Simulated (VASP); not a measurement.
# Pt in VASP: settings compared

The runs below take Pt through work function, with PBE, LDA, PBEsol.

Program: VASP 6.6.1. These are calculated values, not measurements. Logs are shortened: lines on timing, memory, paths and dates and some standing lists are left out, and cuts for length are marked.

## 1. The structure

The cell holds a slab with vacuum, 7 atoms: a = 2.775 Å, b = 2.775 Å, c = 25.772 Å, α = 90.00°, β = 90.00°, γ = 90.00°.

The slab is cut from a database's or a generator's crystal, which needn't be the stable form of the element.

## 2. Work function, PBE

Input file INCAR:

```
SYSTEM = Pt
  PREC = Accurate
  ENCUT = 520
  EDIFF = 1E-6
  ISMEAR = 0
  SIGMA = 0.1
  LREAL = .FALSE.
  LASPH = .TRUE.
  NELM = 60
  ALGO = Normal
  ISIF = 2
  LWAVE = .FALSE.
  LCHARG = .TRUE.
  GGA = PE
  LELF = .TRUE.
  LVHAR = .TRUE.
  LVACPOTAV = .TRUE.
```

Input file KPOINTS:

```
Automatic mesh
0
G
  12 12 1
  0 0 0
```

Input file POSCAR:

```
Pt
1.0
    2.7746870094      0.0000000000      0.0000000000
    0.0000000000      2.7746870094      0.0000000000
    0.0000000000      0.0000000000     25.7720000000
Pt
7
Direct
    0.0000000000      0.0000000000      0.2716126028
    0.5000000000      0.5000000000      0.3477417352
    0.0000000000      0.0000000000      0.4238708676
    0.5000000000      0.5000000000      0.5000000000
    0.0000000000      0.0000000000      0.5761291324
    0.5000000000      0.5000000000      0.6522582648
    0.0000000000      0.0000000000      0.7283873972
```

Potentials or basis: VASP PAW PBE potentials, release 64 (Pt).

Started as:

```sh
> cat potpaw_PBE.64/Pt/POTCAR > POTCAR
> mpirun -np 1 vasp_std > vasp.out
```

OUTCAR:

```text
SYSTEM = Pt
   PREC = Accurate
   ENCUT = 520
   EDIFF = 1E-6
   ISMEAR = 0
   LREAL = .FALSE.
   LASPH = .TRUE.
   NELM = 60
   ISIF = 2
   GGA = PE

 ion  position               nearest neighbor table
   1  0.000  0.000  0.272-   2 2.77   2 2.77   2 2.77   2 2.77
   2  0.500  0.500  0.348-   3 2.77   3 2.77   3 2.77   3 2.77   1 2.77   1 2.77   1 2.77   1 2.77

   3  0.000  0.000  0.424-   2 2.77   4 2.77   2 2.77   4 2.77   2 2.77   4 2.77   2 2.77   4 2.77

   4  0.500  0.500  0.500-   3 2.77   5 2.77   3 2.77   5 2.77   3 2.77   5 2.77   3 2.77   5 2.77

   5  0.000  0.000  0.576-   4 2.77   6 2.77   4 2.77   6 2.77   4 2.77   6 2.77   4 2.77   6 2.77

   6  0.500  0.500  0.652-   5 2.77   5 2.77   5 2.77   5 2.77   7 2.77   7 2.77   7 2.77   7 2.77

   7  0.000  0.000  0.728-   6 2.77   6 2.77   6 2.77   6 2.77

  LATTYP: Found a simple tetragonal cell.
 ALAT       =     2.7746870094
 C/A-ratio  =     9.2882548239

  Lattice vectors:

 A1 = (   2.7746870094,   0.0000000000,   0.0000000000)
 A2 = (   0.0000000000,   2.7746870094,   0.0000000000)
 A3 = (   0.0000000000,   0.0000000000,  25.7720000000)

Analysis of symmetry for initial positions (statically):
=====================================================================
 Subroutine PRICEL returns:
 Original cell was already a primitive cell.

 Routine SETGRP: Setting up the symmetry group for a
 simple tetragonal supercell.

 Subroutine GETGRP returns: Found 16 space group operations
 (whereof 16 operations were pure point group operations)
 out of a pool of 16 trial point group operations.

The static configuration has the point symmetry D_4h.

Analysis of symmetry for dynamics (positions and initial velocities):
=====================================================================
 Subroutine PRICEL returns:
 Original cell was already a primitive cell.

 Routine SETGRP: Setting up the symmetry group for a
 simple tetragonal supercell.

 Subroutine GETGRP returns: Found 16 space group operations
 (whereof 16 operations were pure point group operations)
 out of a pool of 16 trial point group operations.

The dynamic configuration has the point symmetry D_4h.

 Subroutine INISYM returns: Found 16 space group operations
 (whereof 16 operations are pure point group operations),
 and found     1 'primitive' translations
[... 106 lines left out ...]
   LREAL  =      F    real-space projection
   EDIFFG = 0.1E-04   stopping-criterion for IOM
   NSW    =      0    number of steps for IOM
   IBRION =     -1    ionic relax: 0-MD 1-quasi-New 2-CG
   NFREE  =      0    steps in history (QN), initial steepest desc. (CG)
   ISIF   =      2    stress and relaxation
   ISYM   =      2    0-nonsym 1-usesym 2-fastsym
   POTIM  = 0.5000    time-step for ionic-motion
   TEBEG  =    0.0;   TEEND  =   0.0 temperature during run
   PSTRESS=    0.0 pullay stress
   NELECT =      70.0000    total number of electrons
   NUPDOWN=      -1.0000    fix difference up-down
   EMIN   =  10.00;   EMAX   =-10.00  energy-range for DOS
   EFERMI =   0.00;   METHOD = LEGACY
   ISMEAR =     0;   SIGMA  =   0.10  broadening in eV -4-tet -1-fermi 0-gaus
   EFERMI_NEDOS =   21; number of points for ismear=-14 and -15
   IALGO  =     38    algorithm
   IMIX   =      4    mixing-type and parameters
     AMIX     =   0.40;   BMIX     =  1.00
     AMIX_MAG =   1.60;   BMIX_MAG =  1.00
  volume/ion in A,a.u.               =      28.35       191.28
  Fermi-wavevector in a.u.,A,eV,Ry     =   1.156775  2.185987 18.206335  1.338128
  Thomas-Fermi vector in A             =   2.293392
   LORBIT       =      0    0 simple, 1 ext, 2 COOP (PROOUT), +10 PAW based schemes
   GGA     = PE    functional components
   LHFCALC =     F    Hartree Fock is set to
   AEXX    =    0.0000 exact exchange contribution
   IVDW    =     0    specifies the selected vdW correction
   LEPSILON=     F    determine dielectric tensor
   LRPA    =     F    only Hartree local field effects (RPA)
 non-spin polarized calculation
 Gauss-broadening in eV      SIGMA  =   0.10
  energy-cutoff  :      520.00
  volume of cell :      198.42
 maximum number of plane-waves:      5380
 NGX is ok and might be reduce to    24
   NGX = 11   NGY = 11   NGZ = 95

 number of electron      69.9999995 magnetization

 Free energy of the ion-electron system (eV)
  ---------------------------------------------------
  ext. energy  EPLUGINS =         0.00000000
  ---------------------------------------------------
  free energy    TOTEN  =       -40.92354638 eV

  energy without entropy =      -40.84609528  energy(sigma->0) =      -40.88482083

 E-fermi :   3.2750     XC(G=0):  -7.9332

 val. band max:        3.2733307047   @ k =   0.5000   0.2500   0.0000
 cond. band min:       3.2764683746   @ k =   0.3333   0.0833   0.0000
 fundamental gap:      0.0031376699
 Fermi energy:         3.2749990898

 k-point     1 :       0.0000    0.0000    0.0000
  band No.  band energies     occupation
      1      -6.6622      2.00000
      2      -5.8956      2.00000
      3      -4.8150      2.00000
      4      -3.8263      2.00000
      5      -3.6924      2.00000
      6      -3.2198      2.00000
[... 1069 lines left out ...]
     41       8.2074      0.00000
     42       8.8500      0.00000

 [... further k-points ...]

------------------------ aborting loop because EDIFF is reached ----------------------------------------

  FORCE on cell =-STRESS in cart. coord.  units (eV):
  Direction    XX          YY          ZZ          XY          YZ          ZX
  --------------------------------------------------------------------------------------
  -------------------------------------------------------------------------------------
  Total        0.8241078      0.8241078      3.5168089      0.0000000     -0.0000000      0.0000000
  in kB        6.6545467      6.6545467     28.3977039      0.0000000     -0.0000000      0.0000000
  external PRESSURE =      13.9022657 kB  Pullay stress =       0.0000000 kB

 VOLUME and BASIS-vectors are now :
 -----------------------------------------------------------------------------
  energy-cutoff  :      520.00
  volume of cell :      198.42
      direct lattice vectors                 reciprocal lattice vectors
     2.774687009  0.000000000  0.000000000     0.360401010  0.000000000  0.000000000
     0.000000000  2.774687009  0.000000000     0.000000000  0.360401010  0.000000000
     0.000000000  0.000000000 25.772000000     0.000000000  0.000000000  0.038801800

 POSITION                                       TOTAL-FORCE (eV/Angst)
 -----------------------------------------------------------------------------------
      0.00000      0.00000      7.00000        -0.000000      0.000000     -0.107014
      1.38734      1.38734      8.96200        -0.000000     -0.000000     -0.257664
      0.00000      0.00000     10.92400        -0.000000      0.000000     -0.082830
      1.38734      1.38734     12.88600        -0.000000     -0.000000      0.000000
      0.00000      0.00000     14.84800         0.000000      0.000000      0.082830
      1.38734      1.38734     16.81000        -0.000000     -0.000000      0.257664
      0.00000      0.00000     18.77200         0.000000     -0.000000      0.107014
 -----------------------------------------------------------------------------------
    total drift:                                0.000000      0.000000     -0.000000

  FREE ENERGIE OF THE ION-ELECTRON SYSTEM (eV)
  ---------------------------------------------------
  free  energy   TOTEN  =       -40.9235463850 eV

  energy  without entropy=      -40.8460952787  energy(sigma->0) =      -40.88482083
```

It took 5.6 min on 1 thread of Intel Xeon Platinum 8488C (Sapphire Rapids), shared host; peak memory 0.41 GiB.

Results:

| Item | Value |
| --- | --- |
| Free energy | -40.9235 eV |
| Largest force | 0.258 eV/Å |
| Band gap on the k mesh | none (metal or under the smearing width) |

Forces on the atoms (eV/Å):
```
Pt   0.000  0.000 -0.107
Pt   0.000  0.000 -0.258
Pt   0.000  0.000 -0.083
Pt   0.000  0.000  0.000
Pt   0.000  0.000  0.083
Pt   0.000  0.000  0.258
Pt   0.000  0.000  0.107
```

Spin-orbit coupling is left out, which matters for the levels of Pt.

## 3. Work function, LDA

INCAR: that of step 2 with these lines changed.

```diff
@@ -13,3 +13,2 @@
   LCHARG = .TRUE.
-  GGA = PE
   LELF = .TRUE.
```

KPOINTS is that of step 2.

POSCAR is that of step 2.

Potentials or basis: VASP PAW LDA potentials, release 64 (Pt).

Started as:

```sh
> cat potpaw_LDA.64/Pt/POTCAR > POTCAR
> mpirun -np 1 vasp_std > vasp.out
```

OUTCAR:

```text
SYSTEM = Pt
   PREC = Accurate
   ENCUT = 520
   EDIFF = 1E-6
   ISMEAR = 0
   LREAL = .FALSE.
   LASPH = .TRUE.
   NELM = 60
   ISIF = 2

 ion  position               nearest neighbor table
   1  0.000  0.000  0.272-   2 2.77   2 2.77   2 2.77   2 2.77
   2  0.500  0.500  0.348-   3 2.77   3 2.77   3 2.77   3 2.77   1 2.77   1 2.77   1 2.77   1 2.77

   3  0.000  0.000  0.424-   2 2.77   4 2.77   2 2.77   4 2.77   2 2.77   4 2.77   2 2.77   4 2.77

   4  0.500  0.500  0.500-   3 2.77   5 2.77   3 2.77   5 2.77   3 2.77   5 2.77   3 2.77   5 2.77
[... 1297 lines left out ...]
  -------------------------------------------------------------------------------------
  Total       -8.9671401     -8.9671401     -5.0280138      0.0000000     -0.0000000     -0.0000000
  in kB      -72.4083103    -72.4083103    -40.6004565      0.0000000     -0.0000000     -0.0000000
  external PRESSURE =     -61.8056924 kB  Pullay stress =       0.0000000 kB

 VOLUME and BASIS-vectors are now :
 -----------------------------------------------------------------------------
  energy-cutoff  :      520.00
  volume of cell :      198.42
      direct lattice vectors                 reciprocal lattice vectors
     2.774687009  0.000000000  0.000000000     0.360401010  0.000000000  0.000000000
     0.000000000  2.774687009  0.000000000     0.000000000  0.360401010  0.000000000
     0.000000000  0.000000000 25.772000000     0.000000000  0.000000000  0.038801800

 POSITION                                       TOTAL-FORCE (eV/Angst)
 -----------------------------------------------------------------------------------
      0.00000      0.00000      7.00000         0.000000      0.000000      0.622886
      1.38734      1.38734      8.96200         0.000000     -0.000000     -0.264320
      0.00000      0.00000     10.92400         0.000000      0.000000     -0.079735
      1.38734      1.38734     12.88600        -0.000000      0.000000      0.000000
      0.00000      0.00000     14.84800        -0.000000      0.000000      0.079735
      1.38734      1.38734     16.81000        -0.000000     -0.000000      0.264320
      0.00000      0.00000     18.77200        -0.000000      0.000000     -0.622886
 -----------------------------------------------------------------------------------
    total drift:                                0.000000      0.000000     -0.000000

  FREE ENERGIE OF THE ION-ELECTRON SYSTEM (eV)
  ---------------------------------------------------
  free  energy   TOTEN  =       -50.1406375731 eV

  energy  without entropy=      -50.0630745238  energy(sigma->0) =      -50.10185605
```

OSZICAR:

```text
N       E                     dE             d eps       ncg     rms          rms(c)
DAV:   1     0.472086601889E+03    0.47209E+03   -0.33939E+04  2352   0.150E+03
DAV:   2    -0.277819888547E+02   -0.49987E+03   -0.47500E+03  2832   0.312E+02
DAV:   3    -0.522172252476E+02   -0.24435E+02   -0.23251E+02  2902   0.617E+01
[... 20 lines left out ...]
DAV:  24    -0.501406312039E+02   -0.22759E-05   -0.50228E-07  1422   0.243E-03    0.273E-03
DAV:  25    -0.501406332776E+02   -0.20737E-05   -0.27540E-07  1246   0.250E-03    0.752E-04
DAV:  26    -0.501406357394E+02   -0.24617E-05   -0.79394E-08  1300   0.104E-03    0.393E-04
DAV:  27    -0.501406372455E+02   -0.15062E-05   -0.46631E-08  1238   0.759E-04    0.441E-04
DAV:  28    -0.501406375731E+02   -0.32758E-06   -0.16296E-08  1224   0.462E-04
   1 F= -.50140638E+02 E0= -.50101856E+02  d E =-.775630E-01
```

Wall time 4.3 min (1 thread of Intel Xeon Platinum 8488C (Sapphire Rapids), shared host); peak memory 0.35 GiB.

What came out:

- Free energy: -50.1406 eV
- Largest force: 0.623 eV/Å
- Band gap on the k mesh: none (metal or under the smearing width)

Forces on the atoms (eV/Å):
```
Pt   0.000  0.000  0.623
Pt   0.000  0.000 -0.264
Pt   0.000  0.000 -0.080
Pt   0.000  0.000  0.000
Pt   0.000  0.000  0.080
Pt   0.000  0.000  0.264
Pt   0.000  0.000 -0.623
```

The run has no spin-orbit coupling, so splittings on Pt are missing.

(Part 1 of 2 ends here.)
